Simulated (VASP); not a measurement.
A run of VASP 6.6.1 is set up as follows.

The input INCAR:

```
  PREC = Accurate
  ENCUT = 520
  EDIFF = 1E-6
  ISMEAR = 0
  SIGMA = 0.1
  LREAL = False
  LASPH = True
  NELM = 100
  ALGO = Normal
  ISIF = 2
  LWAVE = False
  LCHARG = False
  GGA = PS
  NBANDS = 18
```

Contents of KPOINTS:

```
regular mesh
0
Gamma
  6 6 4
```

POSCAR

```
Ta
1.0
    1.5148655393     -2.8344479349      0.0000000000
    1.5148655393      2.8344479349      0.0000000000
    0.0000000000      0.0000000000      5.8457033653
Ta
2
Direct
    0.6359844781      0.3640155219      0.2500000000
    0.3640155219      0.6359844781      0.7500000000
```

Potentials or basis: VASP PAW PBE potentials, release 64 (Ta_pv).

Launch:

```sh
$ cat potpaw_PBE.64/Ta_pv/POTCAR > POTCAR
$ mpirun -np 1 vasp_std > vasp.out
```

Question: Predict the band gap on the k mesh.

Answer: None (metal or under the smearing width).

Question: Estimate the pressure.

Answer: -34.0 GPa.

Question: Estimate the largest force.

Answer: 0.098 eV/Å.

Forces on the atoms (eV/Å):
```
Ta   0.000  0.098  0.000
Ta   0.000 -0.098  0.000
```

Caveat: the k mesh is coarse (spacing up to 0.39 Å⁻¹), so the values aren't converged; the cell as given lies far from equilibrium; so large a pressure means that the cell lies far from this level's equilibrium, or that cutoff or potentials fall short; the potentials were made for another functional, which shifts forces and pressure. Spin-orbit coupling is left out, which matters for the levels of Ta.
